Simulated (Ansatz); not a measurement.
# BaTiO$_{3}$: pressure against volume, fitted

```
CELL_PARAMETERS angstrom
4.00730 0.00000 0.00000
0.00000 4.00730 0.00000
0.00000 0.00000 4.00730
ATOMIC_POSITIONS crystal
Ba 0.50000 0.50000 0.50000
Ti 0.00000 0.00000 0.00000
O 0.50000 0.00000 0.00000
O 0.00000 0.50000 0.00000
O 0.00000 0.00000 0.50000
```

Atom numbers follow the list: Ba1, Ti2, O3, O4, O5.

The conventional cell has a = 4.007 Å, b = 4.007 Å, c = 4.007 Å, α = 90.00°, β = 90.00°, γ = 90.00°. Ba (atom 1) has 12 O at 2.83 Å as nearest neighbours. Around Ti (atom 2) lie 6 O at 2.00 Å. O (atom 3) has 2 Ti at 2.00 Å as nearest neighbours.

The cell is COD entry 1507757, as deposited and not checked against the literature; nothing was relaxed.

Spin–orbit coupling is left out, though it moves levels of the heavy atoms by tenths of an eV or more.

The calculation used Ansatz 0.2.0, DFT, PBE, all-electron LAPW, scalar-relativistic.

The runs use a Γ-centred 8×8×8 k mesh, Fermi–Dirac smearing of 0.05 eV, basis error target 1 meV/atom, no spin polarisation.

The cell is scaled evenly. Fractional coordinates are held (clamped ions).

| V (Å³/atom) | P (GPa) |
| --- | --- |
| 12.098 | 13.53 |
| 12.355 | 9.07 |
| 12.613 | 5.08 |
| 12.742 | 3.24 |
| 12.870 | 1.50 |
| 12.999 | -0.15 |
| 13.128 | -1.71 |
| 13.385 | -4.59 |

(1) Fit a third-order Birch–Murnaghan curve to the pressures.

(2) Predict the pressure at the withheld volume, 13.642 Å³/atom.

Answers

(1) P = (3B0/2)(y^(7/2) − y^(5/2))[1 + (3/4)(B0′ − 4)(y − 1)] with y = (V0/V)^(2/3) fits within 0.01 GPa for V0 = 12.987 Å³/atom, B0 = 162.7 GPa and B0′ = 4.49.

(2) There y = 0.9677, so the fit gives -7.17 GPa; the run gave -7.16 GPa.
